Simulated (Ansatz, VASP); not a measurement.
Cu: VASP beside Ansatz

```
Cu
1.0
     2.58040    0.00000    0.00000
    -1.29020    2.23469    0.00000
     0.00000    0.00000    8.42385
Cu
4
Direct
  0.66667 0.33333 0.75000
  0.00000 0.00000 0.50000
  0.33333 0.66667 0.25000
  0.00000 0.00000 0.00000
```

This isn't the form of Cu at room conditions, which is fcc.

Alike in both runs: task single point; functional PBEsol; k mesh 12 × 12 × 4; occupations fermi-dirac, width 0.05 eV; no spin polarisation.

|  | VASP | Ansatz |
| --- | --- | --- |
| version | VASP 6.6.1 | Ansatz 0.2.0 |
| potentials or method | VASP PAW PBE potentials, release 64 (Cu) | Ansatz PAW |
| plane-wave cutoff (eV) | 520 | 420 |
| valence electrons in the cell | 44 | 76 |

```csv
,VASP,Ansatz,Ansatz less VASP
gap on the k mesh at the Fermi level (eV),none,none,-
pressure (GPa),-9.2,-9.8,-0.62
largest component of the traceless stress (GPa),0.39,0.34,-0.051
```

A gap of «none» marks a metal or a gap that the smearing closes. The two sets of potentials don't hold the same shells in valence.

Caveats: the PAW data sets were made with another functional, which shifts forces and pressure a little (VASP); the PAW data sets come from PBE, with cores solved anew for the run's functional, which leaves a small shift of forces and pressure (Ansatz).
